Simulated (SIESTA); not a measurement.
Runs of SIESTA 5.4.2 on CuO. The typed cell holds 6 atoms: a = 4.161 Å, b = 4.161 Å, c = 3.888 Å, α = 90.00°, β = 90.00°, γ = 90.00°. The cell comes from a database or a generator and needn't be the stable form of this composition.

```tsv
level	gap on the mesh (eV)	pressure (GPa)	largest force (eV/Å)
vdW-DF-cx	none	(c)	10.50
optB88-vdW	none	18.0	10.75
VV10	none	(b)	11.07
vdW-DF2	none	30.0	11.39
vdW-DF-C09	none	12.5	(a)
```

Alike in all rows: task single point; potentials or basis PseudoDojo 0.4 standard (PBE files), DZP (energy shift 0.003 Ry; two zetas on semicore shells); no spin polarisation; cell as given; k mesh 7 × 7 × 7; smearing fermi-dirac 0.05 eV; grid cutoff 800 Ry; energy shift 0.003 Ry.

Problem. Estimate the missing entries.

Solution. (a) 10.46; (b) 21.0; (c) 13.7.

Caveats: short orbitals over semicore shells can move pressures by several GPa; the potentials were made for another functional, which shifts forces and pressure; the basis of atomic orbitals isn't converged, which shifts pressures, moduli and gaps; an odd number of electrons without spin polarisation forces a metal; a magnetic or distorted state may lie lower; the run has no spin polarisation, though such a crystal can be magnetic; semilocal functionals often make such compounds metallic where correlation or magnetic order opens a gap, which also shifts bond lengths.

A gap of «none» marks a metal or a gap under the smearing width.
